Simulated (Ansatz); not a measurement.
Rigid cleavage in Ti

All numbers below come from DFT PBEsol, scalar-relativistic, plane waves, PAW (Ansatz 0.2.0). Settings: plane waves to 420 eV, k-mesh 23×23×5 (Γ-centred), Gaussian smearing 0.15 eV. No spin polarisation. Energies are free energies at this smearing, counted from the undisturbed cell; pressure is positive in compression.

Zero of the scan (relaxed at this level; with this scan's settings it stands at 0.1 GPa; this fcc form isn't the usual structure):

```
CELL_PARAMETERS angstrom
2.02792 -2.02792 0.00000
2.02792 0.00000 -2.02792
8.11168 8.11168 8.11168
ATOMIC_POSITIONS crystal
Ti 0.66667 0.66667 0.08332
Ti 0.00000 0.00000 0.91665
Ti 0.33333 0.33333 0.24998
Ti 0.66667 0.66667 0.58332
Ti 0.00000 0.00000 0.41665
Ti 0.33333 0.33333 0.74998
```

The cut lies on the cell's a–b face, a (1 1 1) plane (indices in the standard cell, whose axes needn't be the Cartesian ones shown) of area 7.12 Å², between layers 2.34 Å apart. Vector c is lengthened by d along the normal with the atoms' Cartesian places fixed: one unrelaxed cut a cell. The cell is metallic on the mesh throughout.

```tsv
d (Å)	energy (J/m²)	traction dE/dd (GPa)
-0.30	0.40	-30.9
-0.15	0.08	-12.0
0.00	0.00	-0.1
0.25	0.15	11.5
0.50	0.54	18.5
0.75	1.04	21.4
1.00	1.58	21.5
1.50	2.55	16.7
2.00	3.24	10.9
3.00	3.93	3.9
4.50	4.20	0.5
6.00	4.23	0.0
```